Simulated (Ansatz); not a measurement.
**GaP: P interstitial**

Aim: make a P interstitial in a supercell of 32 atoms of GaP, relax it, in the charges +3, +2, +1, 0, and find its formation energy, moment and surroundings.

Method: DFT PBE, scalar-relativistic, plane waves, PAW, in Ansatz 0.2.0.

2 further runs of the same task are left out: 2 set aside as unsound or not needed.

### Step 1. The starting structure

The structure is cubic, space group F-43m (No. 216). The conventional cell has a = 5.505 Å, b = 5.505 Å, c = 5.505 Å, α = 90.00°, β = 90.00°, γ = 90.00°. Ga (site symmetry -43m) is surrounded by 4 P at 2.38 Å. P (site symmetry -43m) is surrounded by 4 Ga at 2.38 Å.

Structure file:

```
CELL_PARAMETERS angstrom
0.00000 2.75256 2.75256
2.75256 0.00000 2.75256
2.75256 2.75256 0.00000
ATOMIC_POSITIONS crystal
Ga 0.00000 0.00000 0.00000
P 0.25000 0.25000 0.25000
```

It goes back to an entry of the Materials Project.

It is the result of an earlier relaxation at this level (volume 20.85 Å³/atom; gap on the mesh: 1.58 eV).

The host's static dielectric tensor, from an earlier linear-response run, has a mean of 12.85.

The perfect supercell (rows 1 -3 1; 1 1 1; -3 1 1 in vectors of this cell) was computed beforehand with the same settings: E(σ→0) = -72632.9330 eV for 32 atoms, gap 2.30 eV on its own mesh.

### Step 2. Making the defect

The extra atom is put at (0.000, 0.500, 0.000) of the supercell, the middle of a void of radius 2.38 Å. A small random displacement (spread 0.06 Å) lets the symmetry of the site break. Its neighbours are 4 P at 2.38 Å, 6 Ga at 2.75 Å.

### Step 3. Relaxing the defect, charge 0

File input.yaml:

```yaml
crystal:
  lattice:
    - [-5.5051169748, 5.5051169748, -5.5051169748]
    - [5.5051169748, 5.5051169748, 5.5051169748]
    - [5.5051169748, -5.5051169748, -5.5051169748]
  atoms:
    - { symbol: Ga, position: [0.25, 0.25, 0.5] }
    - { symbol: Ga, position: [0.0, 0.5, 0.5] }
    - { symbol: Ga, position: [0.5, 0.25, 0.25] }
    - { symbol: Ga, position: [0.75, 0.75, 0.5] }
    - { symbol: Ga, position: [0.245822451, 0.4961417622, 0.2526603838], spin: 0.091 }
    - { symbol: Ga, position: [0.5, 0.0, 0.5] }
    - { symbol: Ga, position: [-0.0054641007, 0.7483443522, 0.2407098694], spin: 0.091 }
    - { symbol: Ga, position: [0.7443530718, 0.2439825454, 0.001855234], spin: 0.091 }
    - { symbol: Ga, position: [0.5, 0.5, 0.0] }
    - { symbol: Ga, position: [0.75, 0.0, 0.25] }
    - { symbol: Ga, position: [1.0068424329, 0.250116885, 0.7687929179], spin: 0.091 }
    - { symbol: Ga, position: [0.2527422903, 0.7342184803, -0.0016277585], spin: 0.091 }
    - { symbol: Ga, position: [0.0, 0.0, 0.0] }
    - { symbol: Ga, position: [0.7432757774, 0.5063837637, 0.7481637589], spin: 0.091 }
    - { symbol: Ga, position: [0.5, 0.75, 0.75] }
    - { symbol: Ga, position: [0.25, 0.0, 0.75] }
    - { symbol: P, position: [0.25, 0.25, 0.75] }
    - { symbol: P, position: [0.0141052858, 0.5080393633, 0.7638632023], spin: 0.091 }
    - { symbol: P, position: [0.5, 0.25, 0.5] }
    - { symbol: P, position: [0.75, 0.75, 0.75] }
    - { symbol: P, position: [0.25, 0.5, 0.5] }
    - { symbol: P, position: [0.5, 0.0, 0.75] }
    - { symbol: P, position: [0.0, 0.75, 0.5] }
    - { symbol: P, position: [0.75, 0.25, 0.25] }
    - { symbol: P, position: [0.5, 0.5, 0.25] }
    - { symbol: P, position: [0.75, 0.0, 0.5] }
    - { symbol: P, position: [0.0038542777, 0.2566019756, 0.0041815988], spin: 0.091 }
    - { symbol: P, position: [0.2493851092, 0.7631421166, 0.2616103661], spin: 0.091 }
    - { symbol: P, position: [0.0, 0.0, 0.25] }
    - { symbol: P, position: [0.7616444574, 0.4987523445, -0.0004306123], spin: 0.091 }
    - { symbol: P, position: [0.5, 0.75, 0.0] }
    - { symbol: P, position: [0.25, 0.0, 0.0] }
    - { symbol: P, position: [0.0042563083, 0.497667506, 0.0011654227], spin: 0.091 }
  host:
    lattice:
      - [0.0, 2.7525584874, 2.7525584874]
      - [2.7525584874, 0.0, 2.7525584874]
      - [2.7525584874, 2.7525584874, 0.0]
    atoms:
      - { symbol: Ga, position: [0.0, 0.0, 0.0] }
      - { symbol: P, position: [0.25, 0.25, 0.25] }
basis:
  ecutwfc: 420
  xc_grid: 2
kpoints:
  mp_grid: { grid: [2, 2, 2], shift: [0.5, 0.5, 0.5] }
hamiltonian:
  xc: pbe
scf:
  occupations: { method: gaussian, width: 0.01 }
output:
  forces: true
  stress: false
  eigenvalues: true
  populations: true
  charged_corrections:
    defect_position: [0.0, 0.5, 0.0]
    epsilon: [[12.8535, 0.0, 0.0], [0.0, 12.8535, 0.0], [0.0, 0.0, 12.8535]]
magnetization:
  spin_polarized: true
relax:
  adjacent_minimum: "off"
  f_tol: 0.025
  max_steps: 45
```

Launch:

```sh
$ ansatz run input.yaml --threads 4 --pin off --max-ram 10240MiB --backend cpu --events-out ev --progress --plain --runs-dir out
```

The session goes on with these runs: relaxing the defect, charge +1; charge state +2; charge state +3.

What does the calculation give? Wanted: formation energy, neutral; moment, neutral; nearest atoms after relaxation, one image of each, neutral.

**Answer**, as computed:

| quantity | value |
| --- | --- |
| formation energy, neutral | 5.11 eV |
| moment, neutral | 0.00 μB |
| nearest atoms after relaxation, one image of each, neutral | 3 P at 2.37 Å, 1 P at 2.38 Å, 2 Ga at 2.85 Å, 1 Ga at 2.86 Å, 3 Ga at 2.87 Å |
| level (+3/+2) above the valence top | -0.50 eV (outside the gap) |
| level (+2/+1) above the valence top | -0.22 eV (outside the gap) |
| level (+1/0) above the valence top | 2.01 eV (outside the gap) |

Forming the neutral defect takes 5.11 eV with the elements as reservoirs. The neutral defect adds no moment in this cell, where a carrier can spread over band states. Spin was allowed in some charges only (not in +1, +3): their moments are zero by construction, and levels between the two kinds of run can be off. Among the charges computed the stable one is +1 at the valence top and stays so across the gap of 1.58 eV. In charges +3 and +2 the extra carrier would gain by moving to a band edge of the host at this level and cell size; a small cell and a semilocal functional both favour that, so a real bound level isn't ruled out. The alignment term, up to 0.57 eV here, is marked as doubtful by the program in a cell of this size. Levels are placed in the host's Kohn-Sham gap, which is usually too small at this level and squeezes them. With 32 host sites the defect feels its images, so energies are good to tenths of an eV at best. Other minima may exist. Starting moments were lost in some runs.

A log calls its force constants unconverged on the k mesh, so modes and the static dielectric constant formed from them are rough.
